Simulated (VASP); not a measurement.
# Sb: single point with r2SCAN

Crystal: Sb.

```
CELL_PARAMETERS angstrom
2.80384 -1.95630 0.00000
2.80384 1.95630 0.00000
0.00000 0.00000 11.13381
ATOMIC_POSITIONS crystal
Sb 0.75733 0.24267 0.15213
Sb 0.74267 0.25733 0.65213
Sb 0.24267 0.75733 0.84787
Sb 0.25733 0.74267 0.34787
```

The cell was built by a generator and needn't be a form met in nature.

```
Program                : VASP 6.6.1
Task                   : single point
Functional             : r2SCAN
Potentials or basis    : VASP PAW PBE potentials, release 64 (Sb)
Cutoff                 : 520 eV
k mesh                 : 6 × 6 × 2
Occupations            : gaussian, width 0.1 eV
Spin                   : no spin polarisation
Dipole correction      : no
Further INCAR settings : ALGO = Normal; EDIFF = 1e-06; NBANDS = 18
```

* Pressure: 0.1 GPa
* Largest force: 0.028 eV/Å
* Band gap on the k mesh: none (metal or under the smearing width)

Forces on the atoms (eV/Å):
```
Sb   0.000  0.003 -0.027
Sb   0.000 -0.003 -0.027
Sb   0.000 -0.003  0.027
Sb   0.000  0.003  0.027
```

Stress tensor (GPa, compression positive):
```
-0.32  0.00  0.00
 0.00 -0.05  0.00
 0.00  0.00  0.55
```

Levels at points of the mesh, in eV from the Fermi level:
```
           k point  band 6  band 7  band 8  band 9  band 10  band 11  band 12  band 13  band 14  band 15
(0.00, 0.00, 0.00)   -1.53    0.45    0.77    1.18     3.13     3.36     4.05     4.30     4.45     4.51
(0.50, 0.00, 0.00)   -5.05   -3.79   -3.79   -0.65    -0.65     1.10     1.10     1.99     1.99     3.43
(0.50, 0.50, 0.00)   -5.47   -2.90   -2.70   -2.36    -1.77    -1.76     0.09     0.43     0.68     1.68
(0.00, 0.00, 0.50)   -3.41    0.60    0.60    3.23     3.23     3.26     3.26     4.42     4.42     4.53
(0.50, 0.00, 0.50)   -4.54   -4.51   -4.51    0.40     0.40     0.44     0.44     2.37     2.37     2.37
(0.50, 0.50, 0.50)   -5.68   -2.54   -2.54   -2.36    -2.36    -1.06    -1.06     1.18     1.18     1.37
```

It took 120 s on 1 thread of AMD EPYC 9R45 96-Core Processor (Zen 5) (shared host), peak memory 0.25 GiB.

Caveat: the PAW data sets were made with another functional, which shifts forces and pressure a little. Spin-orbit coupling is left out, which matters for the levels of Sb.
